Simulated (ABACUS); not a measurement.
A run of ABACUS 3.10.1 is set up as follows.

The input run_abacus.py:

```python
"""ABACUS run from a structure file: ASE reads it, the script writes STRU, KPT and INPUT."""
import re
import subprocess
import spglib
from ase import Atoms
from ase.io import read
from ase.units import Bohr

atoms = read("Ag.cif")
cell, frac, numbers = spglib.standardize_cell((atoms.cell[:], atoms.get_scaled_positions(), atoms.numbers), to_primitive=True, symprec=1e-4)
atoms = Atoms(numbers=numbers, cell=cell, scaled_positions=frac, pbc=True)  # the primitive cell
atoms = atoms[(-atoms.numbers).argsort(kind="stable")]  # ABACUS lists atoms element by element
pseudo = {'Ag': 'Ag.upf'}
orbital = {'Ag': 'Ag_confined-atom_7au_3s2p2d1f.orb'}
magmoms = None
kmesh = [10, 10, 10]
params = {
    'suffix': 'Ag',
    'calculation': 'scf',
    'basis_type': 'lcao',
    'pseudo_dir': './',
    'orbital_dir': './',
    'symmetry': 1,
    'dft_functional': 'pz',
    'ecutwfc': 100,
    'pseudo_rcut': 7,
    'nspin': 1,
    'nbands': 20,
    'ks_solver': 'genelpa',
    'smearing_method': 'fd',
    'smearing_sigma': 0.00367493,
    'scf_thr': 1e-07,
    'scf_nmax': 100,
    'mixing_type': 'broyden',
    'mixing_beta': 0.7,
    'cal_force': 1,
    'cal_stress': 1,
    'out_mul': 1,
    'out_chg': 1,
}

symbols = atoms.get_chemical_symbols()
elements = list(dict.fromkeys(symbols))
lines = ["ATOMIC_SPECIES"] + [f"{e} {atoms.get_masses()[symbols.index(e)]:.4f} {pseudo[e]}" for e in elements]
if orbital:
    lines += ["", "NUMERICAL_ORBITAL"] + [orbital[e] for e in elements]
lines += ["", "LATTICE_CONSTANT", f"{1 / Bohr:.10f}", "", "LATTICE_VECTORS"]
lines += [" ".join(f"{x:.10f}" for x in v) for v in atoms.cell]
lines += ["", "ATOMIC_POSITIONS", "Direct"]
for e in elements:
    lines += ["", e, "0.0", str(symbols.count(e))]
    for i, p in enumerate(atoms.get_scaled_positions(wrap=False)):
        if symbols[i] == e:
            mag = "" if magmoms is None else " mag " + " ".join(str(x) for x in (magmoms[i] if isinstance(magmoms[i], list) else [magmoms[i]]))
            lines.append(" ".join(f"{x:.10f}" for x in p) + " 1 1 1" + mag)
open("STRU", "w").write("\n".join(lines) + "\n")
open("KPT", "w").write("K_POINTS\n0\nGamma\n%d %d %d 0 0 0\n" % tuple(kmesh))
open("INPUT", "w").write("INPUT_PARAMETERS\n" + "".join(f"{k:<20s}{v}\n" for k, v in params.items()))

done = subprocess.run(['mpirun', '-np', '4', 'abacus'])
if done.returncode:
    raise SystemExit(done.returncode)
log = open("OUT.Ag/running_scf.log").read()
print("final energy (eV):", re.findall(r"FINAL_ETOT_IS (\S+)", log))
```

File Ag.cif:

```cif
data_Ag
_cell_length_a 4.08550000
_cell_length_b 4.08550000
_cell_length_c 4.08550000
_cell_angle_alpha 90.00000000
_cell_angle_beta 90.00000000
_cell_angle_gamma 90.00000000
_space_group_name_H-M_alt 'Fm-3m'
_space_group_name_Hall '-F 4 2 3'
_space_group_IT_number 225
loop_
_space_group_symop_operation_xyz
'x,y,z'
'-x,-y,-z'
'-y,x,z'
'y,-x,-z'
'-x,-y,z'
'x,y,-z'
'y,-x,z'
'-y,x,-z'
'x,-y,-z'
'-x,y,z'
'-y,-x,-z'
'y,x,z'
'-x,y,-z'
'x,-y,z'
'y,x,-z'
'-y,-x,z'
'z,x,y'
'-z,-x,-y'
'z,-y,x'
'-z,y,-x'
'z,-x,-y'
'-z,x,y'
'z,y,-x'
'-z,-y,x'
'-z,x,-y'
'z,-x,y'
'-z,-y,-x'
'z,y,x'
'-z,-x,y'
'z,x,-y'
'-z,y,x'
'z,-y,-x'
'y,z,x'
'-y,-z,-x'
'x,z,-y'
'-x,-z,y'
'-y,z,-x'
'y,-z,x'
'-x,z,y'
'x,-z,-y'
'-y,-z,x'
'y,z,-x'
'-x,-z,-y'
'x,z,y'
'y,-z,-x'
'-y,z,x'
'x,-z,y'
'-x,z,-y'
'x,y+1/2,z+1/2'
'-x,-y+1/2,-z+1/2'
'-y,x+1/2,z+1/2'
'y,-x+1/2,-z+1/2'
'-x,-y+1/2,z+1/2'
'x,y+1/2,-z+1/2'
'y,-x+1/2,z+1/2'
'-y,x+1/2,-z+1/2'
'x,-y+1/2,-z+1/2'
'-x,y+1/2,z+1/2'
'-y,-x+1/2,-z+1/2'
'y,x+1/2,z+1/2'
[... 40 lines left out ...]
'-x+1/2,-y,z+1/2'
'x+1/2,y,-z+1/2'
'y+1/2,-x,z+1/2'
'-y+1/2,x,-z+1/2'
'x+1/2,-y,-z+1/2'
'-x+1/2,y,z+1/2'
'-y+1/2,-x,-z+1/2'
'y+1/2,x,z+1/2'
'-x+1/2,y,-z+1/2'
'x+1/2,-y,z+1/2'
'y+1/2,x,-z+1/2'
'-y+1/2,-x,z+1/2'
'z+1/2,x,y+1/2'
'-z+1/2,-x,-y+1/2'
'z+1/2,-y,x+1/2'
'-z+1/2,y,-x+1/2'
'z+1/2,-x,-y+1/2'
'-z+1/2,x,y+1/2'
'z+1/2,y,-x+1/2'
'-z+1/2,-y,x+1/2'
'-z+1/2,x,-y+1/2'
'z+1/2,-x,y+1/2'
'-z+1/2,-y,-x+1/2'
'z+1/2,y,x+1/2'
'-z+1/2,-x,y+1/2'
'z+1/2,x,-y+1/2'
'-z+1/2,y,x+1/2'
'z+1/2,-y,-x+1/2'
'y+1/2,z,x+1/2'
'-y+1/2,-z,-x+1/2'
'x+1/2,z,-y+1/2'
'-x+1/2,-z,y+1/2'
'-y+1/2,z,-x+1/2'
'y+1/2,-z,x+1/2'
'-x+1/2,z,y+1/2'
'x+1/2,-z,-y+1/2'
'-y+1/2,-z,x+1/2'
'y+1/2,z,-x+1/2'
'-x+1/2,-z,-y+1/2'
'x+1/2,z,y+1/2'
'y+1/2,-z,-x+1/2'
'-y+1/2,z,x+1/2'
'x+1/2,-z,y+1/2'
'-x+1/2,z,-y+1/2'
'x+1/2,y+1/2,z'
'-x+1/2,-y+1/2,-z'
'-y+1/2,x+1/2,z'
'y+1/2,-x+1/2,-z'
'-x+1/2,-y+1/2,z'
'x+1/2,y+1/2,-z'
'y+1/2,-x+1/2,z'
'-y+1/2,x+1/2,-z'
'x+1/2,-y+1/2,-z'
'-x+1/2,y+1/2,z'
'-y+1/2,-x+1/2,-z'
'y+1/2,x+1/2,z'
'-x+1/2,y+1/2,-z'
'x+1/2,-y+1/2,z'
'y+1/2,x+1/2,-z'
'-y+1/2,-x+1/2,z'
'z+1/2,x+1/2,y'
'-z+1/2,-x+1/2,-y'
'z+1/2,-y+1/2,x'
'-z+1/2,y+1/2,-x'
'z+1/2,-x+1/2,-y'
'-z+1/2,x+1/2,y'
'z+1/2,y+1/2,-x'
'-z+1/2,-y+1/2,x'
'-z+1/2,x+1/2,-y'
'z+1/2,-x+1/2,y'
'-z+1/2,-y+1/2,-x'
'z+1/2,y+1/2,x'
'-z+1/2,-x+1/2,y'
'z+1/2,x+1/2,-y'
'-z+1/2,y+1/2,x'
'z+1/2,-y+1/2,-x'
'y+1/2,z+1/2,x'
'-y+1/2,-z+1/2,-x'
'x+1/2,z+1/2,-y'
'-x+1/2,-z+1/2,y'
'-y+1/2,z+1/2,-x'
'y+1/2,-z+1/2,x'
'-x+1/2,z+1/2,y'
'x+1/2,-z+1/2,-y'
'-y+1/2,-z+1/2,x'
'y+1/2,z+1/2,-x'
'-x+1/2,-z+1/2,-y'
'x+1/2,z+1/2,y'
'y+1/2,-z+1/2,-x'
'-y+1/2,z+1/2,x'
'x+1/2,-z+1/2,y'
'-x+1/2,z+1/2,-y'
loop_
_atom_site_label
_atom_site_type_symbol
_atom_site_symmetry_multiplicity
_atom_site_Wyckoff_symbol
_atom_site_fract_x
_atom_site_fract_y
_atom_site_fract_z
_atom_site_occupancy
Ag1 Ag 4 a 0.0000000000 0.0000000000 0.0000000000 1
```

Potentials or basis: PseudoDojo NC SR 0.4.1 LDA standard, DZP LCAO (the cutoffs set its grid).

Command:

```console
$ OMP_NUM_THREADS=1 python run_abacus.py > log
```

(1) What does it give for the pressure?

(2) What does it give for the band gap on the k mesh?

## Answers

(1) -6.1 GPa.

(2) none (metal or under the smearing width).

Caveat: the atomic orbitals were generated for these runs and aren't a published set; the basis of atomic orbitals isn't converged, which shifts pressures, moduli and gaps.
